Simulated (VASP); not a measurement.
# Ru (P6_3/mmc) in VASP: single point with PBE

Aim: the single point of Ru with PBE.

Everything below comes from runs of VASP 6.6.1. Logs are shortened: lines on timing, memory, paths and dates and some standing lists are left out, and cuts for length are marked.

### Step 1. The crystal as given

It takes space group P6_3/mmc (No. 194, hexagonal). Conventional cell: a = 2.718 Å, b = 2.718 Å, c = 4.301 Å, α = 90.00°, β = 90.00°, γ = 120.00°. Ru (site symmetry -6m2) has 12 Ru at 2.66 to 2.72 Å as nearest neighbours.

### Step 2. Single point, PBE

Contents of INCAR:

```
PREC = Accurate
ENCUT = 520
EDIFF = 1E-6
ISMEAR = 1
SIGMA = 0.1
LREAL = False
LASPH = True
NELM = 80
ALGO = Normal
ISIF = 2
LWAVE = False
LCHARG = False
GGA = PE
NBANDS = 21
ICORELEVEL = 1
```

Contents of KPOINTS:

```
regular mesh
0
Gamma
  15 15 13
```

Contents of POSCAR:

```
Ru
1.0
    2.7179488500      0.0000000000      0.0000000000
   -1.3589740700      2.3538131300      0.0000000000
    0.0000000000      0.0000000000      4.3005680000
Ru
2
Direct
    0.3333330000      0.6666660000      0.2500000000
    0.6666670000      0.3333340000      0.7500000000
```

Potentials or basis: VASP PAW PBE potentials, release 64 (Ru_pv).

Run with:

```sh
$ cat potpaw_PBE.64/Ru_pv/POTCAR > POTCAR
$ mpirun -np 1 vasp_std > vasp.out
```

OUTCAR:

```text
PREC = Accurate
   ENCUT = 520
   EDIFF = 1E-6
   ISMEAR = 1
   LREAL = False
   LASPH = True
   NELM = 80
   ISIF = 2
   GGA = PE

 ion  position               nearest neighbor table
   1  0.333  0.667  0.250-   2 2.66   2 2.66   2 2.66   2 2.66   2 2.66   2 2.66
   2  0.667  0.333  0.750-   1 2.66   1 2.66   1 2.66   1 2.66   1 2.66   1 2.66

  LATTYP: Found a hexagonal cell.
 ALAT       =     2.7179488500
 C/A-ratio  =     1.5822843760

  Lattice vectors:

 A1 = (   2.7179488500,   0.0000000000,   0.0000000000)
 A2 = (  -1.3589740700,   2.3538131300,   0.0000000000)
 A3 = (   0.0000000000,   0.0000000000,   4.3005680000)

Analysis of symmetry for initial positions (statically):
=====================================================================
 Subroutine PRICEL returns:
 Original cell was already a primitive cell.

 Routine SETGRP: Setting up the symmetry group for a
 hexagonal supercell.

 Subroutine GETGRP returns: Found 24 space group operations
 (whereof 12 operations were pure point group operations)
 out of a pool of 24 trial point group operations.

The static configuration has the point symmetry D_3d.
 The point group associated with its full space group is D_6h.

Analysis of symmetry for dynamics (positions and initial velocities):
=====================================================================
 Subroutine PRICEL returns:
 Original cell was already a primitive cell.

 Routine SETGRP: Setting up the symmetry group for a
 hexagonal supercell.

 Subroutine GETGRP returns: Found 24 space group operations
 (whereof 12 operations were pure point group operations)
 out of a pool of 24 trial point group operations.

The dynamic configuration has the point symmetry D_3d.
 The point group associated with its full space group is D_6h.

 Subroutine INISYM returns: Found 24 space group operations
 (whereof 12 operations are pure point group operations),
 and found     1 'primitive' translations

----------------------------------------------------------------------------------------

                                     Primitive cell

  volume of cell :      27.5131

  direct lattice vectors                    reciprocal lattice vectors
     2.717948850  0.000000000  0.000000000     0.367924510  0.212421225  0.000000000
    -1.358974070  2.353813130  0.000000000     0.000000000  0.424842562  0.000000000
     0.000000000  0.000000000  4.300568000     0.000000000  0.000000000  0.232527424
[... 86 lines left out ...]
   EDIFFG = 0.1E-04   stopping-criterion for IOM
   NSW    =      0    number of steps for IOM
   IBRION =     -1    ionic relax: 0-MD 1-quasi-New 2-CG
   NFREE  =      0    steps in history (QN), initial steepest desc. (CG)
   ISIF   =      2    stress and relaxation
   ISYM   =      2    0-nonsym 1-usesym 2-fastsym
   POTIM  = 0.5000    time-step for ionic-motion
   TEBEG  =    0.0;   TEEND  =   0.0 temperature during run
   PSTRESS=    0.0 pullay stress
   NELECT =      28.0000    total number of electrons
   NUPDOWN=      -1.0000    fix difference up-down
   EMIN   =  10.00;   EMAX   =-10.00  energy-range for DOS
   EFERMI =   0.00;   METHOD = LEGACY
   ISMEAR =     1;   SIGMA  =   0.10  broadening in eV -4-tet -1-fermi 0-gaus
   EFERMI_NEDOS =   21; number of points for ismear=-14 and -15
   IALGO  =     38    algorithm
   IMIX   =      4    mixing-type and parameters
     AMIX     =   0.40;   BMIX     =  1.00
     AMIX_MAG =   1.60;   BMIX_MAG =  1.00
  volume/ion in A,a.u.               =      13.76        92.83
  Fermi-wavevector in a.u.,A,eV,Ry     =   1.646700  3.111812 36.893841  2.711621
  Thomas-Fermi vector in A             =   2.736284
   LORBIT       =      0    0 simple, 1 ext, 2 COOP (PROOUT), +10 PAW based schemes
   GGA     = PE    functional components
   LHFCALC =     F    Hartree Fock is set to
   AEXX    =    0.0000 exact exchange contribution
   IVDW    =     0    specifies the selected vdW correction
   LEPSILON=     F    determine dielectric tensor
   LRPA    =     F    only Hartree local field effects (RPA)
 non-spin polarized calculation
 Methfessel and Paxton  Order N= 1 SIGMA  =   0.10
  energy-cutoff  :      520.00
  volume of cell :       27.51
 maximum number of plane-waves:       759
   NGX = 11   NGY = 11   NGZ = 15

 number of electron      28.0000015 magnetization

 Free energy of the ion-electron system (eV)
  ---------------------------------------------------
  ext. energy  EPLUGINS =         0.00000000
  ---------------------------------------------------
  free energy    TOTEN  =       -18.47170148 eV

  energy without entropy =      -18.47061248  energy(sigma->0) =      -18.47133848

 the core state eigenenergies are
   1-  1s -21917.6719  2s  -3138.0503  2p  -2808.5833  3s   -539.7286  3p   -431.5008
       3d   -257.4953  4s    -60.3640
   2-  1s -21917.6719  2s  -3138.0503  2p  -2808.5833  3s   -539.7286  3p   -431.5009
       3d   -257.4953  4s    -60.3640

 E-fermi :  12.5837     XC(G=0): -14.0378

 val. band max:       12.5836166458   @ k =   0.2000   0.1333   0.0769
 cond. band min:      12.5934585500   @ k =   0.2667   0.0667   0.0769
 fundamental gap:      0.0098419043
 Fermi energy:        12.5837071935

 k-point     1 :       0.0000    0.0000    0.0000
  band No.  band energies     occupation
      1     -30.9940      2.00000
      2     -30.1022      2.00000
      3     -30.1022      2.00000
      4     -29.9388      2.00000
      5     -29.9388      2.00000
      6     -29.8988      2.00000
[... 277 lines left out ...]
     20      23.0428      0.00000
     21      23.0461      0.00000

------------------------ aborting loop because EDIFF is reached ----------------------------------------

  FORCE on cell =-STRESS in cart. coord.  units (eV):
  Direction    XX          YY          ZZ          XY          YZ          ZX
  --------------------------------------------------------------------------------------
  -------------------------------------------------------------------------------------
  Total        0.0029035      0.0029035     -0.0076653      0.0000000      0.0000000      0.0000000
  in kB        0.1690818      0.1690818     -0.4463752      0.0000000      0.0000000      0.0000000
  external PRESSURE =      -0.0360705 kB  Pullay stress =       0.0000000 kB

 VOLUME and BASIS-vectors are now :
 -----------------------------------------------------------------------------
  energy-cutoff  :      520.00
  volume of cell :       27.51
      direct lattice vectors                 reciprocal lattice vectors
     2.717948850  0.000000000  0.000000000     0.367924510  0.212421225  0.000000000
    -1.358974070  2.353813130  0.000000000     0.000000000  0.424842562  0.000000000
     0.000000000  0.000000000  4.300568000     0.000000000  0.000000000  0.232527424

 POSITION                                       TOTAL-FORCE (eV/Angst)
 -----------------------------------------------------------------------------------
      0.00000      1.56921      1.07514        -0.000000      0.000000      0.000000
      1.35897      0.78461      3.22543         0.000000     -0.000000      0.000000
 -----------------------------------------------------------------------------------
    total drift:                                0.000000     -0.000523      0.000003

  FREE ENERGIE OF THE ION-ELECTRON SYSTEM (eV)
  ---------------------------------------------------
  free  energy   TOTEN  =       -18.4717014769 eV

  energy  without entropy=      -18.4706124763  energy(sigma->0) =      -18.47133848
```

stdout:

```text
POSCAR found type information on POSCAR Ru
 POSCAR found :  1 types and       2 ions
 scaLAPACK will be used
 LDA part: xc-table for (Slater+PW92), standard interpolation
 POSCAR, INCAR and KPOINTS ok, starting setup
 FFT: planning ... GRIDC
 FFT: planning ... GRID_SOFT
 FFT: planning ... GRID
 WAVECAR not read
 entering main loop
```

Run time: 69 s. Hardware: 1 thread of Intel Xeon Platinum 8488C (Sapphire Rapids), shared host; peak memory 0.2 GiB.

What came out:

| Quantity | Value |
| --- | --- |
| Free energy | -18.4717 eV |
| Pressure | 0.0 GPa |
| Band gap on the k mesh | none (metal or under the smearing width) |

Core levels (eV, on the scale of the bands):
| atom | levels |
| --- | --- |
| 1 Ru | 1s -21917.7, 2s -3138.1, 2p -2808.6, 3s -539.7, 3p -431.5, 3d -257.5, 4s -60.4 |
| 2 Ru | 1s -21917.7, 2s -3138.1, 2p -2808.6, 3s -539.7, 3p -431.5, 3d -257.5, 4s -60.4 |
